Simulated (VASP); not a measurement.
# Mo (Pm-3m) in VASP: single point with PBE

Aim: the single point of Mo with PBE.

All numbers are computed with VASP 6.6.1; they aren't measurements. Logs are shortened: lines on timing, memory, paths and dates and some standing lists are left out, and cuts for length are marked.

### 1 The structure

The structure is cubic, space group Pm-3m (No. 221). Conventional cell: a = 2.607 Å, b = 2.607 Å, c = 2.607 Å, α = 90.00°, β = 90.00°, γ = 90.00°. Around Mo (site symmetry m-3m) lie 6 Mo at 2.61 Å.

The cell was built by a generator and needn't be a form met in nature.

### 2 Single point, PBE

Input file INCAR:

```
PREC     = Accurate       # precision mode
ENCUT    = 520            # plane-wave cutoff, eV
EDIFF    = 1E-6           # SCF threshold, eV
ISMEAR   = -1             # smearing method
SIGMA    = 0.13605693000000002 # smearing width, eV
LREAL    = F              # projectors in reciprocal space
LASPH    = T              # aspherical terms in the spheres
NELM     = 100            # most SCF steps
ALGO     = Fast           # electronic algorithm
ISIF     = 2              # what is computed and relaxed
LWAVE    = F              # write WAVECAR
LCHARG   = F              # write CHGCAR
GGA      = PE             # functional
NBANDS   = 13             # bands
```

Input file KPOINTS:

```
Automatic mesh
0
Gamma
  13 13 13
```

Input file POSCAR:

```
Mo
1.0
    2.6071303290      0.0000000000      0.0000000000
    0.0000000000      2.6071303290      0.0000000000
    0.0000000000      0.0000000000      2.6071303290
Mo
1
Direct
    0.0000000000      0.0000000000      0.0000000000
```

Potentials or basis: VASP PAW PBE potentials, release 64 (Mo_sv).

Started as:

```bash
$ cat potpaw_PBE.64/Mo_sv/POTCAR > POTCAR
$ mpirun -np 1 vasp_std > vasp.out
```

OUTCAR:

```text
PREC = Accurate
   ENCUT = 520
   EDIFF = 1E-6
   ISMEAR = -1
   LREAL = F
   LASPH = T
   NELM = 100
   ISIF = 2
   GGA = PE

 ion  position               nearest neighbor table
   1  0.000  0.000  0.000-

  LATTYP: Found a simple cubic cell.
 ALAT       =     2.6071303290

  Lattice vectors:

 A1 = (   2.6071303290,   0.0000000000,   0.0000000000)
 A2 = (   0.0000000000,   2.6071303290,   0.0000000000)
 A3 = (   0.0000000000,   0.0000000000,   2.6071303290)

Analysis of symmetry for initial positions (statically):
=====================================================================
 Subroutine PRICEL returns:
 Original cell was already a primitive cell.

 Routine SETGRP: Setting up the symmetry group for a
 simple cubic supercell.

 Subroutine GETGRP returns: Found 48 space group operations
 (whereof 48 operations were pure point group operations)
 out of a pool of 48 trial point group operations.

The static configuration has the point symmetry O_h .

Analysis of symmetry for dynamics (positions and initial velocities):
=====================================================================
 Subroutine PRICEL returns:
 Original cell was already a primitive cell.

 Routine SETGRP: Setting up the symmetry group for a
 simple cubic supercell.

 Subroutine GETGRP returns: Found 48 space group operations
 (whereof 48 operations were pure point group operations)
 out of a pool of 48 trial point group operations.

The dynamic configuration has the point symmetry O_h .

 Subroutine INISYM returns: Found 48 space group operations
 (whereof 48 operations are pure point group operations),
 and found     1 'primitive' translations

----------------------------------------------------------------------------------------

                                     Primitive cell

  volume of cell :      17.7210

  direct lattice vectors                    reciprocal lattice vectors
     2.607130329  0.000000000  0.000000000     0.383563487  0.000000000  0.000000000
     0.000000000  2.607130329  0.000000000     0.000000000  0.383563487  0.000000000
     0.000000000  0.000000000  2.607130329     0.000000000  0.000000000  0.383563487

  length of vectors
     2.607130329  2.607130329  2.607130329     0.383563487  0.383563487  0.383563487

  position of ions in fractional coordinates (direct lattice)
     0.000000000  0.000000000  0.000000000

  ion indices of the primitive-cell ions
   primitive index   ion index
                 1           1

----------------------------------------------------------------------------------------

 KPOINTS: Automatic mesh

Automatic generation of k-mesh.
 Grid dimensions read from file:
 generate k-points for:   13   13   13

 Generating k-lattice:

  Cartesian coordinates                     Fractional coordinates (reciprocal lattice)
     0.029504884  0.000000000  0.000000000     0.076923077  0.000000000  0.000000000
     0.000000000  0.029504884  0.000000000     0.000000000  0.076923077  0.000000000
     0.000000000  0.000000000  0.029504884     0.000000000  0.000000000  0.076923077

  Length of vectors
     0.029504884  0.029504884  0.029504884

  Shift w.r.t. Gamma in fractional coordinates (k-lattice)
     0.000000000  0.000000000  0.000000000

 Subroutine IBZKPT returns following result:
 ===========================================

 Found     84 irreducible k-points:

 Following reciprocal coordinates:
            Coordinates               Weight
  0.000000  0.000000  0.000000      1.000000
  0.076923  0.000000  0.000000      6.000000
  0.153846  0.000000  0.000000      6.000000
  0.230769  0.000000  0.000000      6.000000
  0.307692  0.000000  0.000000      6.000000
  0.384615  0.000000  0.000000      6.000000
[... 16 lines left out ...]
  0.307692  0.307692  0.000000     12.000000
  0.384615  0.307692  0.000000     24.000000
 [... further k-points ...]
   k-points           NKPTS =     84   k-points in BZ     NKDIM =     84   number of bands    NBANDS=     13
   number of dos      NEDOS =    301   number of ions     NIONS =      1
   total plane-waves  NPLWV =   8000
   dimension x,y,z NGX =    20 NGY =   20 NGZ =   20
   dimension x,y,z NGXF=    40 NGYF=   40 NGZF=   40
   ions per type =               1
   NGX,Y,Z   is equivalent  to a cutoff of  12.75, 12.75, 12.75 a.u.
   NGXF,Y,Z  is equivalent  to a cutoff of  25.51, 25.51, 25.51 a.u.
 SYSTEM =  unknown system
   PREC   = accura    normal or accurate (medium, high low for compatibility)
   ISTART =      0    job   : 0-new  1-cont  2-samecut
   ICHARG =      2    charge: 1-file 2-atom 10-const
   ISPIN  =      1    spin polarized calculation?
   LNONCOLLINEAR =      F non collinear calculations
   LSORBIT =      F    spin-orbit coupling
   LASPH  =      T    aspherical Exc in radial PAW
   ENCUT  =  520.0 eV  38.22 Ry    6.18 a.u.   4.85  4.85  4.85*2*pi/ulx,y,z
   NELM   =    100;   NELMIN=  2; NELMDL= -5     # of ELM steps
   EDIFF  = 0.1E-05   stopping-criterion for ELM
   LREAL  =      F    real-space projection
   EDIFFG = 0.1E-04   stopping-criterion for IOM
   NSW    =      0    number of steps for IOM
   IBRION =     -1    ionic relax: 0-MD 1-quasi-New 2-CG
   NFREE  =      0    steps in history (QN), initial steepest desc. (CG)
   ISIF   =      2    stress and relaxation
   ISYM   =      2    0-nonsym 1-usesym 2-fastsym
   POTIM  = 0.5000    time-step for ionic-motion
   TEBEG  =    0.0;   TEEND  =   0.0 temperature during run
   PSTRESS=    0.0 pullay stress
   NELECT =      14.0000    total number of electrons
   NUPDOWN=      -1.0000    fix difference up-down
   EMIN   =  10.00;   EMAX   =-10.00  energy-range for DOS
   EFERMI =   0.00;   METHOD = LEGACY
   ISMEAR =    -1;   SIGMA  =   0.14  broadening in eV -4-tet -1-fermi 0-gaus
   EFERMI_NEDOS =   21; number of points for ismear=-14 and -15
   IALGO  =     68    algorithm
   IMIX   =      4    mixing-type and parameters
     AMIX     =   0.40;   BMIX     =  1.00
     AMIX_MAG =   1.60;   BMIX_MAG =  1.00
  volume/ion in A,a.u.               =      17.72       119.59
  Fermi-wavevector in a.u.,A,eV,Ry     =   1.513404  2.859918 31.162655  2.290391
  Thomas-Fermi vector in A             =   2.623199
   LORBIT       =      0    0 simple, 1 ext, 2 COOP (PROOUT), +10 PAW based schemes
   GGA     = PE    functional components
   LHFCALC =     F    Hartree Fock is set to
   AEXX    =    0.0000 exact exchange contribution
   IVDW    =     0    specifies the selected vdW correction
   LEPSILON=     F    determine dielectric tensor
   LRPA    =     F    only Hartree local field effects (RPA)
 non-spin polarized calculation
 RMM-DIIS sequential band-by-band and
  energy-cutoff  :      520.00
  volume of cell :       17.72
 maximum number of plane-waves:       488
 NGX is ok and might be reduce to    20
   NGX =  9   NGY =  9   NGZ =  9

 number of electron      13.9999996 magnetization

 Free energy of the ion-electron system (eV)
  ---------------------------------------------------
  ext. energy  EPLUGINS =         0.00000000
  ---------------------------------------------------
  free energy    TOTEN  =        -9.82893706 eV

  energy without entropy =       -9.77671472  energy(sigma->0) =       -9.80282589

 E-fermi :  10.5550     XC(G=0): -12.5511

 val. band max:       10.4658030951   @ k =   0.4615   0.3846   0.1538
 cond. band min:      10.5571931298   @ k =   0.3077   0.2308   0.2308
 fundamental gap:      0.0913900346
 Fermi energy:        10.5550464718

 k-point     1 :       0.0000    0.0000    0.0000
  band No.  band energies     occupation
      1     -50.5314      2.00000
      2     -23.8238      2.00000
      3     -23.8238      2.00000
      4     -23.8238      2.00000
      5       4.1241      2.00000
      6       6.4523      2.00000
      7       6.4523      2.00000
      8      14.3559      0.00000
      9      14.3559      0.00000
     10      14.3559      0.00000
     11      25.9863      0.00000
     12      25.9863      0.00000
     13      25.9863      0.00000

 k-point     2 :       0.0769    0.0000    0.0000
  band No.  band energies     occupation
      1     -50.5206      2.00000
      2     -23.9124      2.00000
      3     -23.8163      2.00000
      4     -23.8163      2.00000
      5       4.3026      2.00000
      6       6.4975      2.00000
      7       6.6528      2.00000
      8      14.1104      0.00000
      9      14.1104      0.00000
     10      14.3736      0.00000
     11      25.0793      0.00000
     12      26.3475      0.00000
     13      26.3475      0.00000

 k-point     3 :       0.1538    0.0000    0.0000
  band No.  band energies     occupation
      1     -50.4907      2.00000
      2     -24.1536      2.00000
      3     -23.7954      2.00000
      4     -23.7954      2.00000
      5       4.7715      2.00000
      6       6.6254      2.00000
      7       7.2615      2.00000
      8      13.4926      0.00000
      9      13.4926      0.00000
     10      14.4232      0.00000
     11      23.2873      0.00000
     12      27.2936      0.00000
     13      27.2936      0.00000
[... 305 lines left out ...]
 k-point    23 :       0.3077    0.3077    0.0000
  band No.  band energies     occupation
      1     -50.2765      2.00000
      2     -24.7130      2.00000
      3     -24.6805      2.00000
      4     -23.6478      2.00000
      5       6.8428      2.00000
      6       7.6933      2.00000
      7      11.0104      0.06801
      8      12.2606      0.00001
      9      12.2954      0.00001
     10      12.5550      0.00000
     11      21.0639      0.00000
     12      24.2714      0.00000
     13      28.0539      0.00000

 k-point    24 :       0.3846    0.3077    0.0000
  band No.  band energies     occupation
      1     -50.2391      2.00000
      2     -24.9604      2.00000
      3     -24.6595      2.00000
      4     -23.6224      2.00000
      5       6.5859      2.00000
      6       7.7978      2.00000
      7      11.5845      0.00103
      8      11.9126      0.00009
      9      12.5563      0.00000
     10      13.5910      0.00000
     11      20.0088      0.00000
     12      24.8654      0.00000
     13      27.5815      0.00000

 [... further k-points ...]

------------------------ aborting loop because EDIFF is reached ----------------------------------------

  FORCE on cell =-STRESS in cart. coord.  units (eV):
  Direction    XX          YY          ZZ          XY          YZ          ZX
  --------------------------------------------------------------------------------------
  -------------------------------------------------------------------------------------
  Total       -0.0992283     -0.0992283     -0.0992283      0.0000000     -0.0000000      0.0000000
  in kB       -8.9713529     -8.9713529     -8.9713529      0.0000000     -0.0000000      0.0000000
  external PRESSURE =      -8.9713529 kB  Pullay stress =       0.0000000 kB

 VOLUME and BASIS-vectors are now :
 -----------------------------------------------------------------------------
  energy-cutoff  :      520.00
  volume of cell :       17.72
      direct lattice vectors                 reciprocal lattice vectors
     2.607130329  0.000000000  0.000000000     0.383563487  0.000000000  0.000000000
     0.000000000  2.607130329  0.000000000     0.000000000  0.383563487  0.000000000
     0.000000000  0.000000000  2.607130329     0.000000000  0.000000000  0.383563487

 POSITION                                       TOTAL-FORCE (eV/Angst)
 -----------------------------------------------------------------------------------
      0.00000      0.00000      0.00000         0.000000      0.000000      0.000000
 -----------------------------------------------------------------------------------
    total drift:                               -0.000000     -0.000000     -0.000000

  FREE ENERGIE OF THE ION-ELECTRON SYSTEM (eV)
  ---------------------------------------------------
  free  energy   TOTEN  =        -9.8289370630 eV

  energy  without entropy=       -9.7767147203  energy(sigma->0) =       -9.80282589
```

Wall time 8.4 s (1 thread of AMD EPYC 9R45 (Zen 5), shared host); peak memory 0.1 GiB.

Results:

| Quantity | Value |
| --- | --- |
| Free energy | -9.8289 eV |
| Pressure | -0.9 GPa |
| Band gap on the k mesh | none (metal or under the smearing width) |
